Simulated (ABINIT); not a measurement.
# WC (Qusongite) (P-6m2) in ABINIT: settings compared

The runs below take WC (Qusongite) through single point, with LDA, PBEsol, PBE.

All numbers are computed with ABINIT 10.8.3 (patched build); they aren't measurements. Logs are shortened: lines on timing, memory, paths and dates and some standing lists are left out, and cuts for length are marked. The log counts tension as positive stress, the text compression.

### Step 1. The structure

The structure is hexagonal, space group P-6m2 (No. 187). The conventional cell has a = 2.907 Å, b = 2.907 Å, c = 2.837 Å, α = 90.00°, β = 90.00°, γ = 120.00°. W (site symmetry -6m2) is surrounded by 6 C at 2.20 Å. Around C (site symmetry -6m2) lie 6 W at 2.20 Å.

### Step 2. Single point, LDA

Contents of run.abi:

```
pp_dirpath "./"
pseudos "W.upf, C.upf"

acell 3*1.0
rprim
     5.4924889812     0.0000000000     0.0000000000
    -2.7462444906     4.7566349877     0.0000000000
     0.0000000000     0.0000000000     5.3603971251
ntypat 2
znucl 74 6
natom 2
typat 1 2
xred
     0.0000000000     0.0000000000     0.0000000000
     0.6666666667     0.3333333333     0.5000000000

ecut 31.0

kptopt 1
ngkpt 8 8 7
nshiftk 1
shiftk 0.0 0.0 0.0

ixc 7

nband 13
occopt 3
tsmear 0.05 eV

nstep 100
tolvrs 1.0e-10

iomode 3
prtwf 0
prtden 0
prteig 0
prtebands 0
enunit 1
```

Potentials or basis: PseudoDojo NC SR LDA v0.4.1 standard.

Started as:

```sh
$ abinit run.abi > log 2>&1
```

run.abo:

```text
.Version 10.8.3 of ABINIT
 Symmetries : space group P-6 m 2 (#187); Bravais hP (primitive hexag.)
================================================================================
 Values of the parameters that define the memory need of the present run
     intxc =       0    ionmov =       0      iscf =       7    lmnmax =       8
     lnmax =       8     mgfft =      30  mpssoang =       4    mqgrid =    3001
     natom =       2  nloc_mem =       1    nspden =       1   nspinor =       1
    nsppol =       1      nsym =      12    n1xccc =    2501    ntypat =       2
    occopt =       3   xclevel =       1
       mpw =        1168          nfft =       27000          nkpt =          40
================================================================================
================================================================================

--------------------------------------------------------------------------------
------------- Echo of variables that govern the present computation ------------
--------------------------------------------------------------------------------
 -outvars: echo values of preprocessed input variables --------
            acell      1.0000000000E+00  1.0000000000E+00  1.0000000000E+00 Bohr
              amu      1.83850000E+02  1.20110000E+01
             ecut      3.10000000E+01 Hartree
           enunit           1
              ixc           7
         kptrlatt        8    0    0      0    8    0      0    0    7
          kptrlen      3.75227799E+01
            natom           2
            nband          13
            ngfft          30      30      30
             nkpt          40
            nstep         100
             nsym          12
           ntypat           2
           occopt           3
           prtden           0
        prtebands           0
           prteig           0
            prtwf           0
            rprim      5.4924889812E+00  0.0000000000E+00  0.0000000000E+00
                      -2.7462444906E+00  4.7566349877E+00  0.0000000000E+00
                       0.0000000000E+00  0.0000000000E+00  5.3603971251E+00
          spgroup         187
           tolvrs      1.00000000E-10
           tsmear      1.83746611E-03 Hartree
            typat      1  2
           xangst      0.0000000000E+00  0.0000000000E+00  0.0000000000E+00
                       1.4532499990E+00  8.3903427812E-01  1.4182999990E+00
            xcart      0.0000000000E+00  0.0000000000E+00  0.0000000000E+00
                       2.7462444906E+00  1.5855449959E+00  2.6801985626E+00
             xred      0.0000000000E+00  0.0000000000E+00  0.0000000000E+00
                       6.6666666667E-01  3.3333333333E-01  5.0000000000E-01
            znucl       74.00000    6.00000

================================================================================

 chkinp: Checking input parameters for consistency.

================================================================================
== DATASET  1 ==================================================================

--- !DatasetInfo
iteration_state: {dtset: 1, }
dimensions: {natom: 2, nkpt: 40, mband: 13, nsppol: 1, nspinor: 1, nspden: 1, mpw: 1168, }
cutoff_energies: {ecut:  31.0, pawecutdg:  -1.0, }
electrons: {nelect:   1.80000000E+01, charge:   0.00000000E+00, occopt:   3.00000000E+00, tsmear:   1.83746611E-03, }
meta: {optdriver: 0, ionmov: 0, optcell: 0, iscf: 7, paral_kgb: 0, }
...

 Exchange-correlation functional for the present dataset will be:
  LDA: Perdew-Wang 92 LSD fit to Ceperley-Alder data - ixc=7
  J.P.Perdew and Y.Wang, PRB 45, 13244 (1992)

 Real(R)+Recip(G) space primitive vectors, cartesian coordinates (Bohr,Bohr^-1):
 R(1)=  5.4924890  0.0000000  0.0000000  G(1)=  0.1820668  0.1051163  0.0000000
 R(2)= -2.7462445  4.7566350  0.0000000  G(2)=  0.0000000  0.2102327  0.0000000
 R(3)=  0.0000000  0.0000000  5.3603971  G(3)=  0.0000000  0.0000000  0.1865533
 Unit cell volume ucvol=  1.4004448E+02 bohr^3
 Angles (23,13,12)=  9.00000000E+01  9.00000000E+01  1.20000000E+02 degrees

 getcut: wavevector=  0.0000  0.0000  0.0000  ngfft=  30  30  30
         ecut(hartree)=     31.000   => boxcut(ratio)=   2.18086

--- Pseudopotential description ------------------------------------------------
- pspini: atom type   1  psp file is ./W.upf
12 -1012 3 -1 1380                            pspcod,pspxc,lmax,lloc,mmax
     nproj     2     2     2     2

- pspini: atom type   2  psp file is ./C.upf
12 -1012 1 -1 1234                            pspcod,pspxc,lmax,lloc,mmax
     nproj     2     2     0     0

   2.81287878E+02                                ecore*ucvol(ha*bohr**3)
--------------------------------------------------------------------------------

================================================================================

--- !BeginCycle
iteration_state: {dtset: 1, }
solver: {iscf: 7, nstep: 100, nline: 4, wfoptalg: 0, }
tolerances: {tolvrs: 1.00E-10, }
...

     iter   Etot(hartree)      deltaE(h)  residm     vres2
 ETOT  1  -81.812808595339    -8.181E+01 2.371E-01 4.887E+02
 ETOT  2  -81.723003223150     8.981E-02 1.093E-01 8.813E+02
 ETOT  3  -81.974460743278    -2.515E-01 1.052E-02 6.536E-01
 ETOT  4  -81.974763365995    -3.026E-04 7.669E-03 5.387E-02
 ETOT  5  -81.974762887459     4.785E-07 7.885E-03 4.197E-02
 ETOT  6  -81.974774058389    -1.117E-05 1.548E-03 3.436E-03
 ETOT  7  -81.974775101865    -1.043E-06 1.198E-03 3.594E-06
 ETOT  8  -81.974775102862    -9.973E-10 3.855E-04 1.292E-07
 ETOT  9  -81.974775102883    -2.143E-11 1.958E-03 1.221E-08
 ETOT 10  -81.974775102888    -4.320E-12 2.511E-03 4.007E-11

 At SCF step   10       vres2   =  4.01E-11 < tolvrs=  1.00E-10 =>converged.

 Cartesian components of stress tensor (hartree/bohr^3)
  sigma(1 1)=  3.81621544E-04  sigma(3 2)=  0.00000000E+00
  sigma(2 2)=  3.81621544E-04  sigma(3 1)=  0.00000000E+00
  sigma(3 3)=  4.78959854E-04  sigma(2 1)=  0.00000000E+00

--- !ResultsGS
iteration_state: {dtset: 1, }
comment   : Summary of ground state results
lattice_vectors:
- [  5.4924890,   0.0000000,   0.0000000, ]
- [ -2.7462445,   4.7566350,   0.0000000, ]
- [  0.0000000,   0.0000000,   5.3603971, ]
lattice_lengths: [   5.49249,    5.49249,    5.36040, ]
lattice_angles: [ 90.000,  90.000, 120.000, ] # degrees, (23, 13, 12)
lattice_volume:   1.4004448E+02
convergence: {deltae: -4.320E-12, res2:  4.007E-11, residm:  2.511E-03, diffor: null, }
etotal    :  -8.19747751E+01
entropy   :   0.00000000E+00
fermie    :   6.36200450E-01
cartesian_stress_tensor: # hartree/bohr^3
- [  3.81621544E-04,   0.00000000E+00,   0.00000000E+00, ]
- [  0.00000000E+00,   3.81621544E-04,   0.00000000E+00, ]
- [  0.00000000E+00,   0.00000000E+00,   4.78959854E-04, ]
pressure_GPa:  -1.2182E+01
xred      :
- [  0.0000E+00,   0.0000E+00,   0.0000E+00,  W]
- [  6.6667E-01,   3.3333E-01,   5.0000E-01,  C]
cartesian_forces: # hartree/bohr
- [ -9.80482704E-29,  -5.66081953E-29,  -0.00000000E+00, ]
- [  9.80482704E-29,   5.66081953E-29,  -0.00000000E+00, ]
force_length_stats: {min:   1.13216391E-28, max:   1.13216391E-28, mean:   1.13216391E-28, }
...

 Integrated electronic density in atomic spheres:
 ------------------------------------------------
 Atom  Sphere_radius  Integrated_density
    1        2.00000         10.19594944
    2        2.00000          4.06439445
================================================================================

 ----iterations are completed or convergence reached----

 Mean square residual over all n,k,spin=   51.104E-07; max=  25.113E-04
 reduced coordinates (array xred) for    2 atoms
       0.000000000000      0.000000000000      0.000000000000
       0.666666666667      0.333333333333      0.500000000000
 rms dE/dt=  4.3971E-28; max dE/dt=  1.0771E-27; dE/dt below (all hartree)
    1       0.000000000000      0.000000000000      0.000000000000
    2       0.000000000000      0.000000000000      0.000000000000

 cartesian coordinates (angstrom) at end:
    1      0.00000000000000     0.00000000000000     0.00000000000000
    2      1.45324999900754     0.83903427812236     1.41829999903425

 cartesian forces (hartree/bohr) at end:
    1     -0.00000000000000    -0.00000000000000    -0.00000000000000
    2      0.00000000000000     0.00000000000000    -0.00000000000000
 frms,max,avg= 6.5365514E-29 9.8048270E-29   0.000E+00  0.000E+00  0.000E+00 h/b

 cartesian forces (eV/Angstrom) at end:
    1     -0.00000000000000    -0.00000000000000    -0.00000000000000
    2      0.00000000000000     0.00000000000000    -0.00000000000000
 frms,max,avg= 3.3612299E-27 5.0418448E-27   0.000E+00  0.000E+00  0.000E+00 e/A
 length scales=  1.000000000000  1.000000000000  1.000000000000 bohr
              =  0.529177210544  0.529177210544  0.529177210544 angstroms
 Fermi (or HOMO) energy (eV) =  17.31190   Average Vxc (eV)= -14.42781
 Eigenvalues (   eV  ) for nkpt=  40  k points:
 kpt#   1, nband= 13, wtk=  0.00223, kpt=  0.0000  0.0000  0.0000 (reduced coord)
 -56.80188  -20.79038  -20.66654  -20.66654    2.84403   12.85205   13.82792   13.82792
  17.26177   20.34831   20.34831   22.75399   22.75408
 prteigrs : prtvol=0 or 1, do not print more k-points.

--- !EnergyTerms
iteration_state     : {dtset: 1, }
comment             : Components of total free energy in Hartree
kinetic             :  2.44311916804768E+01
hartree             :  8.76642496449000E+00
xc                  : -1.86337674678142E+01
Ewald energy        : -6.60113243272677E+01
psp_core            :  2.00856102620628E+00
local_psp           : -4.50270758400360E+01
non_local_psp       :  1.24912795148785E+01
internal            : -8.19747104490664E+01
'-kT*entropy'       : -6.46538213406366E-05
total_energy        : -8.19747751028877E+01
total_energy_eV     : -2.23064726775210E+03
band_energy         : -4.39687733324543E+00
...

 Cartesian components of stress tensor (hartree/bohr^3)
  sigma(1 1)=  3.81621544E-04  sigma(3 2)=  0.00000000E+00
  sigma(2 2)=  3.81621544E-04  sigma(3 1)=  0.00000000E+00
  sigma(3 3)=  4.78959854E-04  sigma(2 1)=  0.00000000E+00

-Cartesian components of stress tensor (GPa)         [Pressure= -1.2182E+01 GPa]
- sigma(1 1)=  1.12276935E+01  sigma(3 2)=  0.00000000E+00
- sigma(2 2)=  1.12276935E+01  sigma(3 1)=  0.00000000E+00
- sigma(3 3)=  1.40914854E+01  sigma(2 1)=  0.00000000E+00

== END DATASET(S) ==============================================================
================================================================================

 -outvars: echo values of variables after computation  --------
            acell      1.0000000000E+00  1.0000000000E+00  1.0000000000E+00 Bohr
           etotal     -8.1974775103E+01
            fcart     -9.8048270370E-29 -5.6608195292E-29 -0.0000000000E+00
                       9.8048270370E-29  5.6608195292E-29 -0.0000000000E+00
            rprim      5.4924889812E+00  0.0000000000E+00  0.0000000000E+00
                      -2.7462444906E+00  4.7566349877E+00  0.0000000000E+00
                       0.0000000000E+00  0.0000000000E+00  5.3603971251E+00
           strten      3.8162154383E-04  3.8162154399E-04  4.7895985370E-04
                       0.0000000000E+00  0.0000000000E+00  0.0000000000E+00
           xangst      0.0000000000E+00  0.0000000000E+00  0.0000000000E+00
                       1.4532499990E+00  8.3903427812E-01  1.4182999990E+00
             xred      0.0000000000E+00  0.0000000000E+00  0.0000000000E+00
                       6.6666666667E-01  3.3333333333E-01  5.0000000000E-01
 Calculation completed.
```

Wall time 22 s (1 thread of Arm Neoverse V1, shared host); peak memory 0.06 GiB.

What came out:

```
Free energy                                           : -2230.6473 eV
Band gap on the k mesh                                : none (metal or under the smearing width)
Valence electrons inside the program's atomic spheres : W 10.20; C 4.06
```

Caveat: the cutoff is too short for stress, so the log's stress isn't used.

### Step 3. Single point, PBEsol

run.abi: that of step 2 with these lines changed.

```diff
@@ -16,3 +16,3 @@
 
-ecut 31.0
+ecut 1006.821291 eV
 
@@ -23,3 +23,3 @@
 
-ixc 7
+ixc -116133
 
@@ -27,3 +27,3 @@
 occopt 3
-tsmear 0.05 eV
+tsmear 0.00183747
```

Potentials or basis: PseudoDojo NC SR PBEsol v0.4.1 standard.

Started as:

```sh
$ abinit run.abi > log 2>&1
```

It took 16 s on 1 thread of Intel Xeon 6975P-C (Granite Rapids), shared host; peak memory 0.07 GiB.

The run converged. Its results:

| Quantity | Value |
| --- | --- |
| Free energy | -2227.3611 eV |
| Pressure | -3.5 GPa |
| Band gap on the k mesh | none (metal or under the smearing width) |
| Valence electrons inside the program's atomic spheres | W 10.17; C 4.08 |

Stress tensor (GPa, compression positive):
```
-2.92  0.00  0.00
 0.00 -2.92  0.00
 0.00  0.00 -4.53
```

Levels at points of the mesh, in eV from the Fermi level:
```
           k point  band 5  band 6  band 7  band 8  band 9  band 10  band 11  band 12  band 13
(0.00, 0.00, 0.00)  -14.58   -4.47   -3.48   -3.48   -0.04     3.08     3.08     5.50     5.50
(0.50, 0.00, 0.00)  -11.20   -7.19   -3.77   -3.72   -0.59     2.19     4.40     4.75     6.73
```

The run has no spin-orbit coupling, so splittings on W are missing.

(Continued in part 2 of 2.)
